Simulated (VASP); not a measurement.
A run of VASP 6.6.1 is set up as follows.

File run.py:

```python
from ase.calculators.vasp import Vasp
from ase.dft.bandgap import bandgap
from ase.io import read

atoms = read('MnS.xyz')
atoms.set_initial_magnetic_moments([4.0, 0.0])
calc = Vasp(
    directory='calc',
    xc='lda',
    pp='LDA',
    setups='minimal',
    prec='Accurate',
    encut=500,
    ediff=1e-06,
    ismear=0,
    sigma=0.02,
    lreal=False,
    lasph=True,
    nelm=150,
    algo='Normal',
    isif=2,
    lwave=False,
    lcharg=True,
    ispin=2,
    lorbit=11,
    lmaxmix=4,
    lelf=True,
    lvhar=True,
    kpts=[9, 9, 9],
    gamma=True,
)
atoms.calc = calc

print('energy (eV):', atoms.get_potential_energy())
print('free energy (eV):', atoms.get_potential_energy(force_consistent=True))
print('forces (eV/A):')
print(atoms.get_forces())
print('stress (eV/A^3, Voigt):', atoms.get_stress())
print('Fermi level (eV):', calc.get_fermi_level())
print('moment (muB):', atoms.get_magnetic_moment())
print('site moments (muB):', atoms.get_magnetic_moments())
gap, top, bottom = bandgap(calc)
print('band gap (eV):', gap, 'from (spin, k, band)', top, 'to', bottom)
```

The input MnS.xyz:

```xyz
2
Lattice="0.0000000000 2.4734634191 2.4734634191 2.4734634191 0.0000000000 2.4734634191 2.4734634191 2.4734634191 0.0000000000" Properties=species:S:1:pos:R:3 pbc="T T T"
Mn     0.0000000000      0.0000000000      0.0000000000
S      3.7101951286      3.7101951286      3.7101951286
```

Potentials or basis: VASP PAW LDA potentials, release 64 (Mn, S).

Run with:

```sh
$ python run.py
```

Question: What does it give for the site moments?

Answer: Mn +0.08; S -0.00 μB.

Question: What does it give for the net moment?

Answer: 0.08 μB per cell.

Caveat: the moment fell far below its start of 4 μB, so a state of higher moment may lie lower in energy; semilocal functionals often make such compounds metallic where correlation or magnetic order opens a gap, which also shifts bond lengths.
